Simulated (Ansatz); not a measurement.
# PbS: moving S off its site

PbS, Fm-3m, a = 5.930 Å (as given, not relaxed at this level: 1.4 GPa). Ansatz: r2SCAN, PAW, 500 eV, Γ-centred 8×8×8 mesh on 2 atoms, Gaussian smearing 0.05 eV; no spin polarisation.

```
Pb S
1.0
     0.00000    2.96500    2.96500
     2.96500    0.00000    2.96500
     2.96500    2.96500    0.00000
Pb S
1 1
Cartesian
  0.0000 0.0000 0.0000
  2.9650 2.9650 2.9650
```

Atom 2 (S) moves by x along the unit vector (0.577, 0.577, 0.577), with its periodic images; all else is held. y is the free energy of the cell over the start, F the force along the path summed over the moved atoms. Symmetry makes y even in x.

| x (Å) | y (meV) | F (eV/Å) |
| --- | --- | --- |
| -0.1000 | 2.12 | 0.05 |
| -0.0500 | 0.48 | 0.02 |
| 0.0000 | 0.00 | 0.00 |
| 0.0125 | 0.03 | 0.00 |
| 0.0250 | 0.12 | -0.01 |
| 0.0375 | ? | ? |
| 0.0625 | 0.76 | -0.03 |
| 0.0750 | 1.12 | -0.03 |
| 0.0875 | 1.57 | -0.04 |

Fit y = c2 x² + c4 x⁴ to the energies of the other rows, give the force constant, and predict energy and force of the missing row.

Least squares on the rows shown. y = 183.6 x² + 2825 x⁴. The force constant is 2 c2 = 0.367 eV/Å² (for all images moving together, not for a lone atom). With two atoms in a cubic cell this is the optical mode at Γ without the LO field: ω = 521.5 √(2 c2/μ) = 60 cm⁻¹ for μ = 27.76 u. The force −dy/dx at the missing row is -0.01 eV/Å (computed -0.01). At x = 0.0375 the fit asked for gives 0.26 meV. The run gave 0.26 meV, the same to the digits shown.

Spin–orbit coupling is left out, which can shift energies with elements as heavy as these.